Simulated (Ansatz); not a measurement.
**Al₃Cu₂: energy along a strain**

Al₃Cu₂, P-3m1, a = 4.099 Å, c = 4.982 Å. The structure is a Materials Project entry; whether it is the stable form wasn't checked. Ansatz: PBEsol, PAW, 420 eV, Γ-centred 12×12×10 mesh on 5 atoms, Gaussian smearing 0.15 eV; no spin polarisation. Cell vectors (Å): 4.099 0.000 0.000; -2.049 3.549 0.000; 0.000 0.000 4.982. The cell is strained by x per cent times the pattern (0 1 0 0 0 0) in the order xx yy zz yz xz xy (engineering shears), with fractional coordinates held. y is the free energy over the start, V0 = 14.496 Å³/atom.

| x (%) | y (meV/atom) |
| --- | --- |
| -6.00 | ? |
| -4.50 | 22.81 |
| -3.00 | 9.59 |
| 0.00 | 0.00 |
| 1.50 | 2.22 |
| 4.50 | 17.19 |
| 6.00 | 28.91 |

Question: Fit y = c1 x + c2 x² + c3 x³ to the other rows, get the stiffness along the pattern, and predict the missing energy.

Answer: Least squares on the rows shown. y = 0.038289 x + 0.98866 x² − 0.032160 x³. The clamped-ion stiffness p·C·p = 2 × 9.887 eV × 160.2 / 14.496 Å³ = 219 GPa, which is C22 in these axes; c1 is there for the stress left in the start, which by itself gives a slope of 0.09 meV/atom per %. At x = -6.00 the fit asked for gives 42.31 meV/atom. The run gave 42.60 meV/atom, so the fit is 0.29 meV/atom too low, 0.68 % of the span of the series, against an rms of 0.05 meV/atom on the fitted rows. The row lies outside the fitted range. With a term in x⁴ added, a fit to the same known rows predicts 42.78 meV/atom, a smaller miss on the other side.